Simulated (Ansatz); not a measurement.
**InSb (zincblende type): how the settings move a single-point run**

Question: which choices in the input matter for InSb (zincblende type)?

Method: reference: DFT, PBE, all-electron LAPW, scalar-relativistic, in Ansatz 0.2.0.

1 further run of the same task is left out (set aside as unsound or not needed).

### 1 The starting structure

It takes space group F-43m (No. 216, cubic). The conventional cell has a = 6.638 Å, b = 6.638 Å, c = 6.638 Å, α = 90.00°, β = 90.00°, γ = 90.00°. Around In (site symmetry -43m) lie 4 Sb at 2.87 Å. Sb (site symmetry -43m) has 4 In at 2.87 Å as nearest neighbours.

As a file:

```
CELL_PARAMETERS angstrom
0.00000 3.31875 3.31875
3.31875 0.00000 3.31875
3.31875 3.31875 0.00000
ATOMIC_POSITIONS crystal
In 0.00000 0.00000 0.00000
Sb 0.25000 0.25000 0.25000
```

### 2 Baseline

input.yaml

```yaml
crystal:
  lattice:
    - [0.0, 3.3187520224, 3.3187520224]
    - [3.3187520224, 0.0, 3.3187520224]
    - [3.3187520224, 3.3187520224, 0.0]
  atoms:
    - { symbol: In, position: [0.0, 0.0, 0.0] }
    - { symbol: Sb, position: [0.25, 0.25, 0.25] }
kpoints:
  mp_grid: { grid: [9, 9, 9] }
scf:
  occupations: { method: fermi_dirac, width: 0.15 }
hamiltonian:
  xc: pbe
  pseudopotentials: { kind: all_electron, lapw: { basis_error: 0.0005 } }
output:
  forces: true
  stress: true
  eigenvalues: true
```

Launch:

```bash
$ ansatz run input.yaml --threads 1 --pin off --max-ram 2048MiB --backend cpu --events-out ev --progress --plain --runs-dir out
```

### 3 Changing settings: n_extra_bands 2

input.yaml, as its differences from that of step 2:

```diff
@@ -12,2 +12,3 @@
   occupations: { method: fermi_dirac, width: 0.15 }
+  n_extra_bands: 2
 hamiltonian:
```

Before running it: what results should come out? Wanted: for each run, ending; energy change; pressure; gap; force.

**Answer**, as computed:

| run | ending | energy change | pressure (GPa) | gap (eV) | force (eV/Å) | cycles | time |
| --- | --- | --- | --- | --- | --- | --- | --- |
| reference | converged | 0 | 0.0 | 0.00 | 0.00 | 6 | 24 s |
| 1: n_extra_bands 2 | converged | 0.0 meV/atom | 0.0 | 0.00 | 0.00 | 6 | 21 s |

Residual by cycle in the longest SCF loop of each run; runs are numbered as in the table. The quantity is the density residual dr2, in eV.

| cycle | reference | run 1 |
| --- | --- | --- |
| 1 | 0.383 | 0.383 |
| 2 | 0.0449 | 0.0449 |
| 3 | 0.00928 | 0.00918 |
| 4 | 8.4e-5 | 8.2e-5 |
| 5 | 5.0e-6 | 5.0e-6 |
| 6 | 7.3e-8 | 8.2e-8 |

**Reading.** The changed band count doesn't alter the result here (within 0.5 meV/atom). Semilocal functionals close small gaps, so the missing gap need not be the real solid's.
